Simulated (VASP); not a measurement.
# Al14Cu in VASP: a series of runs

Runs on Al14Cu. Level: r2SCAN. Tasks: single point.

Program: VASP 6.6.1. These are calculated values, not measurements. Logs are shortened: lines on timing, memory, paths and dates and some standing lists are left out, and cuts for length are marked.

## (1) The structure

The cell holds a slab with vacuum, 15 atoms: a = 4.888 Å, b = 4.888 Å, c = 21.217 Å, α = 90.00°, β = 90.00°, γ = 120.00°.

The cell was built by a generator and needn't be a form met in nature.

## (2) Single point, r2SCAN

The input, POSCAR:

```
Al14Cu
1.0
    4.2330229732      2.4439369531      0.0000000000
   -4.2330229732      2.4439369531      0.0000000000
    0.0000000000      0.0000000000     21.2166710154
Al Cu
14 1
Direct
    0.0000000000      0.0000000000      0.2828667809
    0.3333333333      0.6666666667      0.2837365811
    0.6666666667      0.3333333333      0.2837365811
    0.3337136108      1.0000000000      0.3930382704
    0.6662863892      0.6662863892      0.3930382704
    0.0000000000      0.3337136108      0.3930382704
    0.6722363269      1.0000000000      0.5019054660
    0.0000000000      0.6722363269      0.5019054660
    0.3277636731      0.3277636731      0.5019054660
    0.3333333333      0.6666666667      0.6079652566
    0.6666666667      0.3333333333      0.6079652566
    0.3268566502      1.0000000000      0.7145153193
    0.6731433498      0.6731433498      0.7145153193
    0.0000000000      0.3268566502      0.7145153193
    0.0000000000      0.0000000000      0.6053383388
```

The input, INCAR.step1:

```
SYSTEM = Al14Cu
PREC     = Accurate       ! precision mode
ENCUT    = 520            ! plane-wave cutoff, eV
ISMEAR   = 1              ! smearing method
SIGMA    = 0.1            ! smearing width, eV
LREAL    = Auto         
LASPH    = .TRUE.         ! aspherical terms in the spheres
NELM     = 100            ! most SCF steps
LDIPOL   = .TRUE.       
IDIPOL   = 3            
DIPOL    = 0.5 0.5 0.500
NBANDS   = 40             ! bands
GGA      = PE             ! functional
ALGO     = Normal         ! electronic algorithm
EDIFF    = 1E-4           ! SCF threshold, eV
LWAVE    = .TRUE.         ! write WAVECAR
LCHARG   = .FALSE.        ! write CHGCAR
```

The input, INCAR.step2:

```
SYSTEM = Al14Cu
PREC     = Accurate       ! precision mode
ENCUT    = 520            ! plane-wave cutoff, eV
EDIFF    = 1E-7           ! SCF threshold, eV
ISMEAR   = 1              ! smearing method
SIGMA    = 0.1            ! smearing width, eV
LREAL    = Auto         
LASPH    = .TRUE.         ! aspherical terms in the spheres
NELM     = 100            ! most SCF steps
ALGO     = Normal         ! electronic algorithm
ISIF     = 2              ! what is computed and relaxed
LWAVE    = .FALSE.        ! write WAVECAR
LCHARG   = .TRUE.         ! write CHGCAR
LDIPOL   = .TRUE.       
IDIPOL   = 3            
DIPOL    = 0.5 0.5 0.500
METAGGA  = R2SCAN         ! meta-GGA
LMIXTAU  = .TRUE.       
LELF     = .TRUE.         ! ELF
LVHAR    = .TRUE.       
LVACPOTAV= .TRUE.       
NBANDS   = 40             ! bands
ISTART   = 1
```

The input, KPOINTS:

```
regular mesh
0
G
  9 9 1
  0 0 0
```

Potentials or basis: VASP PAW PBE potentials, release 64 (Al, Cu).

Launch:

```bash
$ cat potpaw_PBE.64/Al/POTCAR potpaw_PBE.64/Cu/POTCAR > POTCAR
$ cp INCAR.step1 INCAR
$ mpirun -np 1 vasp_std > vasp.out
$ cp INCAR.step2 INCAR
$ mpirun -np 1 vasp_std > vasp.out
```

OUTCAR:

```text
SYSTEM = Al14Cu
   PREC = Accurate
   ENCUT = 520
   EDIFF = 1E-7
   ISMEAR = 1
   LREAL = Auto
   LASPH = .TRUE.
   NELM = 100
   ISIF = 2
   METAGGA = R2SCAN
   ISTART = 1

 ion  position               nearest neighbor table
   1  0.000  0.000  0.283-   2 2.82   3 2.82   3 2.82   2 2.82   3 2.82   2 2.82   4 2.85   6 2.85
                             5 2.85
   2  0.333  0.667  0.284-   3 2.82   3 2.82   3 2.82   1 2.82   1 2.82   1 2.82   4 2.83   6 2.83
                             5 2.83
   3  0.667  0.333  0.284-   2 2.82   2 2.82   2 2.82   1 2.82   1 2.82   1 2.82   6 2.83   4 2.83
                             5 2.83
   4  0.334  0.000  0.393-   9 2.82   8 2.82   5 2.82   5 2.82   6 2.82   6 2.82   6 2.83   5 2.83
                             2 2.83   3 2.83   7 2.84   1 2.85
   5  0.666  0.666  0.393-   7 2.82   8 2.82   4 2.82   6 2.82   4 2.82   6 2.82   4 2.83   6 2.83
                             2 2.83   3 2.83   9 2.84   1 2.85
   6  0.000  0.334  0.393-   9 2.82   7 2.82   5 2.82   5 2.82   4 2.82   4 2.82   4 2.83   5 2.83
                             3 2.83   2 2.83   8 2.84   1 2.85
   7  0.672  0.000  0.502-  15 2.72   8 2.77   9 2.77  11 2.79  10 2.79   5 2.82   6 2.82   4 2.84
                             9 2.85   8 2.85   8 2.85   9 2.85
   8  0.000  0.672  0.502-  15 2.72   7 2.77   9 2.77  10 2.79  11 2.79   5 2.82   4 2.82   6 2.84
                             9 2.85   7 2.85   7 2.85   9 2.85
   9  0.328  0.328  0.502-  15 2.72   8 2.77   7 2.77  11 2.79  10 2.79   6 2.82   4 2.82   5 2.84
                             8 2.85   7 2.85   8 2.85   7 2.85
  10  0.333  0.667  0.608-   8 2.79   7 2.79   9 2.79  12 2.80  14 2.80  13 2.80  11 2.82  11 2.82
                            11 2.82  15 2.82  15 2.82  15 2.82
  11  0.667  0.333  0.608-   7 2.79   8 2.79   9 2.79  14 2.80  12 2.80  13 2.80  10 2.82  10 2.82
                            10 2.82  15 2.82  15 2.82  15 2.82
  12  0.327  0.000  0.715-  14 2.77  13 2.77  10 2.80  11 2.80  15 2.81  13 2.85  14 2.85  14 2.85
                            13 2.85
  13  0.673  0.673  0.715-  12 2.77  14 2.77  10 2.80  11 2.80  15 2.81  14 2.85  12 2.85  12 2.85
                            14 2.85
  14  0.000  0.327  0.715-  12 2.77  13 2.77  11 2.80  10 2.80  15 2.81  13 2.85  12 2.85  12 2.85
                            13 2.85
  15  0.000  0.000  0.605-   7 2.72   8 2.72   9 2.72  12 2.81  14 2.81  13 2.81  11 2.82  10 2.82
                            11 2.82  10 2.82  11 2.82  10 2.82

  LATTYP: Found a hexagonal cell.
 ALAT       =     4.8878739061
 C/A-ratio  =     4.3406747847

  Lattice vectors:

 A1 = (   4.2330229732,   2.4439369531,   0.0000000000)
 A2 = (  -4.2330229732,   2.4439369531,   0.0000000000)
 A3 = (   0.0000000000,   0.0000000000,  21.2166710154)

Analysis of symmetry for initial positions (statically):
=====================================================================
 Subroutine PRICEL returns:
 Original cell was already a primitive cell.

 Routine SETGRP: Setting up the symmetry group for a
 hexagonal supercell.

 Subroutine GETGRP returns: Found  6 space group operations
 (whereof  6 operations were pure point group operations)
 out of a pool of 24 trial point group operations.

The static configuration has the point symmetry C_3v.

Analysis of symmetry for dynamics (positions and initial velocities):
=====================================================================
 Subroutine PRICEL returns:
 Original cell was already a primitive cell.

 Routine SETGRP: Setting up the symmetry group for a
 hexagonal supercell.

 Subroutine GETGRP returns: Found  6 space group operations
 (whereof  6 operations were pure point group operations)
 out of a pool of 24 trial point group operations.

The dynamic configuration has the point symmetry C_3v.

 Subroutine INISYM returns: Found  6 space group operations
 (whereof  6 operations are pure point group operations),
 and found     1 'primitive' translations

----------------------------------------------------------------------------------------

                                     Primitive cell

  volume of cell :     438.9832

  direct lattice vectors                    reciprocal lattice vectors
     4.233022973  2.443936953  0.000000000     0.118118896  0.204587929  0.000000000
    -4.233022973  2.443936953  0.000000000    -0.118118896  0.204587929  0.000000000
     0.000000000  0.000000000 21.216671015     0.000000000  0.000000000  0.047132748

  length of vectors
     4.887873906  4.887873906 21.216671015     0.236237792  0.236237792  0.047132748

[... 53 lines left out ...]
  Shift w.r.t. Gamma in fractional coordinates (k-lattice)
     0.000000000  0.000000000  0.000000000

 Subroutine IBZKPT returns following result:
 ===========================================

 Found     12 irreducible k-points:

 Following reciprocal coordinates:
            Coordinates               Weight
  0.000000  0.000000  0.000000      1.000000
  0.111111  0.000000  0.000000      6.000000
  0.222222  0.000000  0.000000      6.000000
  0.333333  0.000000  0.000000      6.000000
  0.444444  0.000000  0.000000      6.000000
  0.111111  0.111111  0.000000      6.000000
  0.222222  0.111111  0.000000     12.000000
  0.333333  0.111111  0.000000     12.000000
  0.444444  0.111111  0.000000      6.000000
  0.222222  0.222222  0.000000      6.000000
  0.333333  0.222222  0.000000     12.000000
  0.333333  0.333333  0.000000      2.000000
   k-points           NKPTS =     12   k-points in BZ     NKDIM =     12   number of bands    NBANDS=     40
   number of dos      NEDOS =    301   number of ions     NIONS =     15
   total plane-waves  NPLWV = 207360
   dimension x,y,z NGX =    36 NGY =   36 NGZ =  160
   dimension x,y,z NGXF=    72 NGYF=   72 NGZF=  320
   ions per type =              14   1
   NGX,Y,Z   is equivalent  to a cutoff of  12.24, 12.24, 12.54 a.u.
   NGXF,Y,Z  is equivalent  to a cutoff of  24.49, 24.49, 25.07 a.u.
 SYSTEM =  Al14Cu
   PREC   = accura    normal or accurate (medium, high low for compatibility)
   ISTART =      1    job   : 0-new  1-cont  2-samecut
   ICHARG =      0    charge: 1-file 2-atom 10-const
   ISPIN  =      1    spin polarized calculation?
   LNONCOLLINEAR =      F non collinear calculations
   LSORBIT =      F    spin-orbit coupling
   LASPH  =      T    aspherical Exc in radial PAW
   ENCUT  =  520.0 eV  38.22 Ry    6.18 a.u.   9.09  9.09 39.45*2*pi/ulx,y,z
   NELM   =    100;   NELMIN=  2; NELMDL=  0     # of ELM steps
   EDIFF  = 0.1E-06   stopping-criterion for ELM
   LREAL  =      T    real-space projection
   EDIFFG = 0.1E-05   stopping-criterion for IOM
   NSW    =      0    number of steps for IOM
   IBRION =     -1    ionic relax: 0-MD 1-quasi-New 2-CG
   NFREE  =      0    steps in history (QN), initial steepest desc. (CG)
   ISIF   =      2    stress and relaxation
   ISYM   =      2    0-nonsym 1-usesym 2-fastsym
   POTIM  = 0.5000    time-step for ionic-motion
   TEBEG  =    0.0;   TEEND  =   0.0 temperature during run
   PSTRESS=    0.0 pullay stress
   NELECT =      53.0000    total number of electrons
   NUPDOWN=      -1.0000    fix difference up-down
   EMIN   =  10.00;   EMAX   =-10.00  energy-range for DOS
   EFERMI =   0.00;   METHOD = LEGACY
   ISMEAR =     1;   SIGMA  =   0.10  broadening in eV -4-tet -1-fermi 0-gaus
   EFERMI_NEDOS =   21; number of points for ismear=-14 and -15
   IALGO  =     38    algorithm
   IMIX   =      4    mixing-type and parameters
     AMIX     =   0.40;   BMIX     =  1.00
     AMIX_MAG =   1.60;   BMIX_MAG =  1.00
  volume/ion in A,a.u.               =      29.27       197.49
  Fermi-wavevector in a.u.,A,eV,Ry     =   0.809129  1.529031  8.907584  0.654689
  Thomas-Fermi vector in A             =   1.918062
   LORBIT       =      0    0 simple, 1 ext, 2 COOP (PROOUT), +10 PAW based schemes
   METAGGA = R2SCAN    functional components
   LHFCALC =     F    Hartree Fock is set to
   AEXX    =    0.0000 exact exchange contribution
   IVDW    =     0    specifies the selected vdW correction
   LEPSILON=     F    determine dielectric tensor
   LRPA    =     F    only Hartree local field effects (RPA)
 non-spin polarized calculation
 Methfessel and Paxton  Order N= 1 SIGMA  =   0.10
  energy-cutoff  :      520.00
  volume of cell :      438.98
 maximum number of plane-waves:     11871
   NGX = 19   NGY = 19   NGZ = 79

 dipolmoment           0.000000      0.000000      0.140785 electrons x Angstroem

 number of electron      53.0000001 magnetization

 dipolmoment           0.000000      0.000000     -0.008690 electrons x Angstroem

 Free energy of the ion-electron system (eV)
  ---------------------------------------------------
  ext. energy  EPLUGINS =         0.00000000
  ---------------------------------------------------
  free energy    TOTEN  =      -102.71346441 eV

  energy without entropy =     -102.71324674  energy(sigma->0) =     -102.71339186

 E-fermi :   2.6210     XC(G=0):  -6.8248

 val. band max:        2.6066242292   @ k =   0.0000   0.0000   0.0000
 cond. band min:       2.6269020793   @ k =   0.2222   0.2222   0.0000
 fundamental gap:      0.0202778501
 Fermi energy:         2.6210493283

 k-point     1 :       0.0000    0.0000    0.0000
  band No.  band energies     occupation
      1      -9.0877      2.00000
      2      -8.2246      2.00000
      3      -7.1470      2.00000
      4      -5.4282      2.00000
      5      -3.3479      2.00000
      6      -1.8533      2.00000
[... 481 lines left out ...]
     37       5.9068      0.00000
     38       5.9068      0.00000
 [bands above 38 left out]

------------------------ aborting loop because EDIFF is reached ----------------------------------------

  FORCE on cell =-STRESS in cart. coord.  units (eV):
  Direction    XX          YY          ZZ          XY          YZ          ZX
  --------------------------------------------------------------------------------------
  -------------------------------------------------------------------------------------
  Total       -6.2043003     -6.2043003     -0.2760488      0.0000000      0.0000000      0.0000000
  in kB      -22.6441242    -22.6441242     -1.0075082      0.0000000      0.0000000      0.0000000
  external PRESSURE =     -15.4319189 kB  Pullay stress =       0.0000000 kB

 VOLUME and BASIS-vectors are now :
 -----------------------------------------------------------------------------
  energy-cutoff  :      520.00
  volume of cell :      438.98
      direct lattice vectors                 reciprocal lattice vectors
     4.233022973  2.443936953  0.000000000     0.118118896  0.204587929  0.000000000
    -4.233022973  2.443936953  0.000000000    -0.118118896  0.204587929  0.000000000
     0.000000000  0.000000000 21.216671015     0.000000000  0.000000000  0.047132748

 POSITION                                       TOTAL-FORCE (eV/Angst)
 -----------------------------------------------------------------------------------
      0.00000      0.00000      6.00149        -0.000000      0.000000      0.009307
     -1.41101      2.44394      6.01995        -0.000000      0.000000      0.009818
      1.41101      2.44394      6.01995        -0.000000      0.000000      0.009818
      1.41262      0.81558      8.33896        -0.002328     -0.001344     -0.001967
      0.00000      3.25672      8.33896        -0.000000      0.002688     -0.001967
     -1.41262      0.81558      8.33896         0.002328     -0.001344     -0.001967
      2.84559      1.64290     10.64876        -0.005345     -0.003086     -0.000882
     -2.84559      1.64290     10.64876         0.005345     -0.003086     -0.000882
      0.00000      1.60207     10.64876        -0.000000      0.006172     -0.000882
     -1.41101      2.44394     12.89900        -0.000000      0.000000     -0.002618
      1.41101      2.44394     12.89900        -0.000000      0.000000     -0.002618
      1.38359      0.79882     15.15964         0.010358      0.005980     -0.006476
      0.00000      3.29024     15.15964        -0.000000     -0.011960     -0.006476
     -1.38359      0.79882     15.15964        -0.010358      0.005980     -0.006476
      0.00000      0.00000     12.84326        -0.000000      0.000000      0.004268
 -----------------------------------------------------------------------------------
    total drift:                                0.000000      0.000001      0.004315

  FREE ENERGIE OF THE ION-ELECTRON SYSTEM (eV)
  ---------------------------------------------------
  free  energy   TOTEN  =      -102.7134644115 eV

  energy  without entropy=     -102.7132467424  energy(sigma->0) =     -102.71339186

 vacuum level on the upper side and lower side of the slab         6.732         6.807
```

Run time: 16 min. Hardware: 1 thread of Intel Xeon 6975P-C (Granite Rapids), shared host; peak memory 0.57 GiB.

Results:

```
Free energy                     : -102.7135 eV
Largest force                   : 0.014 eV/Å
Band gap on the k mesh          : none (metal or under the smearing width)
Work function of the upper face : 4.11 eV
Work function of the lower face : 4.19 eV
```

Forces in eV/Å, atoms in the order of the input:
```
Al   0.000  0.000  0.009
Al   0.000  0.000  0.010
Al   0.000  0.000  0.010
Al  -0.002 -0.001 -0.002
Al   0.000  0.003 -0.002
Al   0.002 -0.001 -0.002
Al  -0.005 -0.003 -0.001
Al   0.005 -0.003 -0.001
Al   0.000  0.006 -0.001
Al   0.000  0.000 -0.003
Al   0.000  0.000 -0.003
Al   0.010  0.006 -0.006
Al   0.000 -0.012 -0.006
Al  -0.010  0.006 -0.006
Cu   0.000  0.000  0.004
```

Caveat: the PAW data sets were made with another functional, which shifts forces and pressure a little.

(Part 1 of 2 ends here.)
